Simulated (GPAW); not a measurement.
## SiC (Moissanite 6H) in GPAW: convergence with empty bands an atom in the response

Input of the first run (empty bands an atom in the response 2); the others differ in this setting and in those tied to it:

Contents of run.py:

```python
import numpy as np
from ase import Atoms
from ase.dft.bandgap import bandgap
from ase.io import write
from gpaw import GPAW, PW
from gpaw.response.df import DielectricFunction

atoms = Atoms(['Si', 'Si', 'Si', 'Si', 'Si', 'Si', 'C', 'C', 'C', 'C', 'C', 'C'],
              cell=[[3.095, 0.0, 0.0],
                    [-1.5475, 2.6803486247, 0.0],
                    [0.0, 0.0, 15.17]],
              scaled_positions=[[0.6666666667, 0.3333333333, 0.4583],
                                [0.3333333333, 0.6666666667, 0.9583],
                                [0.6666666667, 0.3333333333, 0.7917],
                                [0.3333333333, 0.6666666667, 0.2917],
                                [0.0, 0.0, 0.625],
                                [0.0, 0.0, 0.125],
                                [0.6666666667, 0.3333333333, 0.3333],
                                [0.3333333333, 0.6666666667, 0.8333],
                                [0.6666666667, 0.3333333333, 0.6667],
                                [0.3333333333, 0.6666666667, 0.1667],
                                [0.0, 0.0, 0.5],
                                [0.0, 0.0, 0.0]],
              pbc=True)

calc = GPAW(mode=PW(600),
            xc='PBE',
            kpts={'size': (8, 8, 2), 'gamma': True},
            occupations={'name': 'fermi-dirac', 'width': 0.001},
            nbands=46,
            convergence={'density': 1e-06},
            maxiter=150,
            txt='gpaw.txt')
atoms.calc = calc
energy = atoms.get_potential_energy()
calc.write('gs.gpw')
write('result.traj', atoms)
print(f'Energy: {energy:.6f} eV')
print('Fermi level:', round(calc.get_fermi_level(), 4), 'eV')
print(f'Gap: {bandgap(calc)[0]:.4f} eV, direct: {bandgap(calc, direct=True)[0]:.4f} eV')

for size in [(5, 5, 2)]:
    name = 'x'.join(str(n) for n in size)
    dense = calc.fixed_density(kpts={'size': size, 'gamma': True},
                               nbands=54, convergence={'bands': 48},
                               update_fermi_level=True, txt=f'dense-{name}.txt')
    dense.write(f'{name}.gpw', mode='all')
    df = DielectricFunction(f'{name}.gpw', frequencies=np.array([0.0]), hilbert=False, eta=0.001,
                            ecut=80, nbands=48, intraband=False, txt=f'df-{name}.txt')
    for xc in ['RPA']:
        for direction in ['x', 'y', 'z', [0, 1, 1], [1, 0, 1], [1, 1, 0]]:
            e0, e = df.get_macroscopic_dielectric_constant(xc=xc, direction=direction)
            print(f'{name} {xc} {direction}: {e0:.4f} without, {e:.4f} with local fields')
```

Potentials or basis: GPAW PAW data sets (gpaw-data 1.2.1), pw.

Run with:

```bash
$ OMP_NUM_THREADS=1 python run.py
```

Hardware: 1 thread of Arm Neoverse N1, with other jobs on the host.

Task: The values tried are 2, 3, 5, 8, 12, 18, 26, loosest first. From which on does the dielectric constant stay within 0.05 of the tightest run that finished?

Result: From 3 on.

| empty bands an atom in the response | dielectric constant | SCF cycles | CPU time (s) | peak memory (GiB) |
| --- | --- | --- | --- | --- |
| 2 | 7.205 | 14 | 290 | 0.5 |
| 3 | 7.294 | 14 | 350 | 0.52 |
| 5 | 7.311 | 14 | 440 | 0.55 |
| 8 | 7.319 | 14 | 650 | 0.61 |
| 12 | timed out after 1400 s | - | - | - |
| 18 | timed out after 2100 s | - | - | - |
| 26 | timed out after 2300 s | - | - | - |

The tightest run that finished is the yardstick and may itself not be fully converged.

Caveat, for the tightest run too: the k mesh is coarse (spacing up to 0.47 Å⁻¹), so the values aren't converged; the long-wavelength limit can be off by a per cent or two; an odd mesh through Γ misses points on the zone boundary, where band edges often lie.
